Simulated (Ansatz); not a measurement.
The calculation used DFT PBE, scalar-relativistic, plane waves, PAW in Ansatz. Settings: cutoff 420 eV, Γ-centred meshes spaced at most about 0.3 Å⁻¹ (2π included), Gaussian smearing. No spin polarisation in the final relaxations.

These are static total energies at zero pressure. Lower structures may exist.

Question: Which of these relaxed structures of HfO₂ is the lowest in energy?
A. Space group P4_2/mnm (No. 136), tetragonal, a = 4.880 Å, c = 3.238 Å. Around Hf lie 6 O at 2.10–2.11 Å; around O lie 3 Hf at 2.10–2.11 Å.
B. Space group Fm-3m (No. 225), cubic, a = 5.098 Å. Hf has 8 O at 2.21 Å; O has 4 Hf at 2.21 Å and 6 O at 2.55 Å.

Answer: A. It has the rutile type, space group P4_2/mnm (No. 136); the next, B, with the fluorite type, space group Fm-3m (No. 225), lies 64 meV/atom higher. Counting O atoms around Hf (those within 1.25 times the shortest such distance or 1.15 times the sum of covalent radii), the lowest has Hf 6 and the next has Hf 8.

Spin–orbit coupling, which can matter for Hf, is left out. The P4_2/mnm cell at 12.9 Å³/atom was relaxed from a Materials Project cell. The Fm-3m cell at 11.0 Å³/atom was relaxed from a cell as deposited in COD.

Some structure types and database cells were kept out of the candidates from the start, so a known form may be missing.
